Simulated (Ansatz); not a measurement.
Crystal: H.

```
CELL_PARAMETERS angstrom
2.64964 0.00000 0.00000
0.00000 2.64964 0.00000
0.00000 0.00000 0.98049
ATOMIC_POSITIONS crystal
H 0.00000 0.00000 0.50000
```

| Property | Result |
| --- | --- |
| Program | Ansatz 0.2.0 |
| Task | relaxation of cell and atoms |
| Functional | PBEsol |
| Dispersion | D3(BJ) |
| Potentials or basis | Ansatz PAW |
| Cutoff | 420 eV (not typed: the program's choice for these potentials) |
| k mesh | 10 × 10 × 26 |
| Occupations | fermi-dirac, width 0.05 eV |
| Spin | no spin polarisation |

At the start: volume 6.88 Å³/atom.

Problem. Where does the relaxation end?

Solution. It ends after 9 steps and the volume is 7.74 Å³/atom (+12.5 %); space group P4/mmm (No. 123, to 0.05 Å).

The path:
| step | energy change (eV) | largest force (eV/Å) | volume (Å³) |
| --- | --- | --- | --- |
| 1 | 0.0000 | 0.0000 | 6.88 |
| 2 | -0.0007 | 0.0000 | 7.08 |
| 3 | -0.0009 | 0.0000 | 7.19 |
| 4 | -0.0008 | 0.0000 | 7.50 |
| 5 | -0.0008 | 0.0000 | 7.54 |
| 6 | -0.0022 | 0.0000 | 7.54 |
| 7 | -0.0020 | 0.0000 | 7.70 |
| 8 | -0.0019 | 0.0000 | 7.74 |
| 9 | -0.0023 | 0.0000 | 7.74 |

Final structure:
```yaml
crystal:
  lattice:
    - [2.79635, 0.00000, 0.00000]
    - [0.00000, 2.79635, 0.00000]
    - [0.00000, 0.00000, 0.99031]
  atoms:
    - { symbol: H, position: [0.00000, 0.00000, 0.50000] }
```

Caveat: the plane-wave basis is chosen anew once the cell has moved, so the energies of steps on either side of that aren't comparable.
